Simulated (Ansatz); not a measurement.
The system is HfB2.

```xyz
3
Lattice="3.1400 0.0000 0.0000 -1.5700 2.7193 0.0000 0.0000 0.0000 3.4800" Properties=species:S:1:pos:R:3 pbc="T T T"
Hf    0.0000    0.0000    0.0000
B     1.5700    0.9064    1.7400
B     0.0000    1.8129    1.7400
```

* Program: Ansatz 0.2.0
* Task: relaxation of cell and atoms
* Functional: revPBE
* Dispersion: D4
* Potentials or basis: Ansatz PAW
* Cutoff: 420 eV (not typed: the program's choice for these potentials)
* k mesh: 10 × 10 × 8
* Occupations: fermi-dirac, width 0.05 eV
* Spin: no spin polarisation

At the start: volume 9.90 Å³/atom.

Task: Where does the relaxation end?

Result: It ends after 7 steps and the volume is 9.64 Å³/atom (-2.7 %); space group P6/mmm (No. 191, to 0.05 Å).

The path:
```tsv
step	energy change (eV)	largest force (eV/Å)	volume (Å³)
1	0.0000	0.0000	29.71
2	-0.0131	0.0000	28.59
3	-0.0191	0.0000	28.87
4	-0.0195	0.0000	28.91
5	-0.0187	0.0000	28.91
6	-0.0187	0.0000	28.91
7	-0.0187	0.0000	28.91
```

Final structure:
```
CELL_PARAMETERS angstrom
3.12228 0.00000 0.00000
-1.56114 2.70397 0.00000
0.00000 0.00000 3.42392
ATOMIC_POSITIONS crystal
Hf 0.00000 0.00000 0.00000
B 0.66667 0.33333 0.50000
B 0.33333 0.66667 0.50000
```

Caveat: the plane-wave basis is chosen anew once the cell has moved, so the energies of steps on either side of that aren't comparable; the PAW data sets come from PBE, with cores solved anew for the run's functional, which leaves a small shift of forces and pressure.
